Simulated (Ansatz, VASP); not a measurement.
## Cd: VASP beside Ansatz

```
CELL_PARAMETERS angstrom
2.97887 0.00000 0.00000
-1.48944 2.57978 0.00000
0.00000 0.00000 5.61765
ATOMIC_POSITIONS crystal
Cd 0.33333 0.66667 0.25000
Cd 0.66667 0.33333 0.75000
```

Alike in both runs: task single point; functional PBEsol; k mesh 18 × 18 × 8; occupations gaussian, width 0.15 eV; no spin polarisation.

```csv
,VASP,Ansatz
version,VASP 6.6.1,Ansatz 0.2.0
potentials or method,"VASP PAW PBE potentials, release 64 (Cd)","scalar-relativistic, plane waves, PAW"
plane-wave cutoff (eV),520,420
valence electrons in the cell,24,40
```

Ansatz gave:

| Property | Result |
| --- | --- |
| gap on the k mesh at the Fermi level (eV) | none |
| pressure (GPa) | -1.5 |
| largest component of the traceless stress (GPa) | 0.41 |

Problem. Estimate VASP's values.

Solution. gap on the k mesh at the Fermi level (eV): none; pressure (GPa): -1.2; largest component of the traceless stress (GPa): 0.27.

A gap of «none» marks a metal or a gap that the smearing closes. The two sets of potentials don't hold the same shells in valence.

Caveats: the PAW data sets were made with another functional, which shifts forces and pressure a little (VASP).
